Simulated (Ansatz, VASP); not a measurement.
# Be2C: VASP beside Ansatz

The input INCAR:

```
  ALGO = Fast
  EDIFF = 1E-7
  ENCUT = 520
  GGA = PE
  ISIF = 2
  ISMEAR = 0
  IVDW = 12
  LASPH = True
  LCHARG = False
  LREAL = False
  LWAVE = False
  NBANDS = 11
  NELM = 60
  PREC = Accurate
  SIGMA = 0.1
```

The input KPOINTS:

```
k-points
0
Gamma
  6 6 6
```

File POSCAR:

```
Be2C
1.0
    0.0000000000      2.1622560000      2.1622560000
    2.1622560000      0.0000000000      2.1622560000
    2.1622560000      2.1622560000      0.0000000000
Be C
2 1
Direct
    0.7500000000      0.7500000000      0.7500000000
    0.2500000000      0.2500000000      0.2500000000
    0.0000000000      0.0000000000      0.0000000000
```

Input for Ansatz:

```yaml
crystal:
  lattice:
    - [0.0, 2.162256, 2.162256]
    - [2.162256, 0.0, 2.162256]
    - [2.162256, 2.162256, 0.0]
  atoms:
    - { symbol: Be, position: [0.75, 0.75, 0.75] }
    - { symbol: Be, position: [0.25, 0.25, 0.25] }
    - { symbol: C, position: [0.0, 0.0, 0.0] }
basis:
  ecutwfc: 420
kpoints:
  mp_grid: { grid: [6, 6, 6] }
hamiltonian:
  xc: pbe
  dispersion: d3bj
scf:
  occupations: { method: gaussian, width: 0.1 }
  lower_state_search: "off"
output:
  forces: true
  stress: true
  eigenvalues: true
```

Alike in both runs: task single point; functional PBE; dispersion D3(BJ); k mesh 6 × 6 × 6; occupations gaussian, width 0.1 eV; no spin polarisation.

|  | VASP | Ansatz |
| --- | --- | --- |
| version | VASP 6.6.1 | Ansatz 0.2.0 |
| potentials or method | VASP PAW PBE potentials, release 64 (Be, C) | scalar-relativistic, plane waves, PAW |
| plane-wave cutoff (eV) | 520 | 420 |
| valence electrons in the cell | 8 | 8 |

Ansatz gave:

- gap on the k mesh at the Fermi level (eV): 1.17
- least direct gap on the mesh (eV): 4.14
- pressure (GPa): -7.1

Estimate VASP's values.

gap on the k mesh at the Fermi level (eV): 1.16; least direct gap on the mesh (eV): 4.13; pressure (GPa): -6.6.

A k mesh can miss the band edges. Expect the measured gap to be larger: semilocal functionals such as PBE lack the derivative discontinuity.
